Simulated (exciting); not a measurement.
Two BSE runs for the O K edge of La2O3, space group P-3m1. Run A: exciting, all-electron LAPW+lo, PBEsol, exchange and screened direct term (singlet BSE), 4×4×2 shifted k points, 53 conduction bands, |G+q| up to 3 bohr⁻¹, full RPA screening with nempty = 80, Lorentzian half width 0.45 eV. Run B has a fault in its input.

Energy from the Kohn–Sham onset, core level to the lowest empty state found on the meshes used; one zero for both, scaled to A's maximum:

```tsv
E (eV)	A	B
-5.5	0.01	0.00
-5.0	0.02	0.00
-4.5	0.02	0.00
-4.0	0.02	0.00
-3.5	0.03	0.00
-3.0	0.04	0.00
-2.5	0.05	0.00
-2.0	0.08	0.00
-1.5	0.13	0.00
-1.0	0.26	0.01
-0.5	0.64	0.02
0.0	0.97	0.02
0.5	0.91	0.01
1.0	0.67	0.00
1.5	0.56	0.00
2.0	0.40	0.00
2.5	0.37	0.00
3.0	0.34	0.00
3.5	0.37	0.00
4.0	0.44	0.00
4.5	0.43	0.00
5.0	0.41	0.00
5.5	0.36	0.00
6.0	0.23	0.00
6.5	0.17	0.00
7.0	0.17	0.00
7.5	0.18	0.00
8.0	0.17	0.00
8.5	0.17	0.00
9.0	0.19	0.00
9.5	0.16	0.00
10.0	0.12	0.00
10.5	0.11	0.00
11.0	0.12	0.00
11.5	0.13	0.00
12.0	0.13	0.00
12.5	0.16	0.00
13.0	0.17	0.00
13.5	0.16	0.00
14.0	0.15	0.00
14.5	0.16	0.00
15.0	0.17	0.00
15.5	0.15	0.00
16.0	0.15	0.00
16.5	0.14	0.00
17.0	0.14	0.00
17.5	0.15	0.00
18.0	0.17	0.00
18.5	0.18	0.00
19.0	0.19	0.00
19.5	0.17	0.00
20.0	0.17	0.00
20.5	0.16	0.00
21.0	0.18	0.00
21.5	0.19	0.00
22.0	0.18	0.00
22.5	0.19	0.00
23.0	0.19	0.00
23.5	0.17	0.00
```

What most likely went wrong in run B?

Far too few conduction bands in the BSE (conduction bands from 53 to 1). Against run A the r.m.s. difference is 99 %. The highest maximum lies at -0.3 eV (0.02), against 0.2 eV (1.00). The first bright state moves from -0.50 to -0.41 eV. Transitions to the missing bands are absent and can't mix into the lines that are left. Other settings could leave a like mark; this is the change that was made.

[Banner, clock and machine lines of the logs are left out without a mark of their own.]

[Logs are printed without paths, hosts, clocks, repeated set-up lines and the standing remarks that a program may print on its own settings, such as how far it seeks lower states.]

[Hosts, paths, dates, database ids (printed as entryN), source tags and the programs' standing remarks are cut or masked in the printed files.]
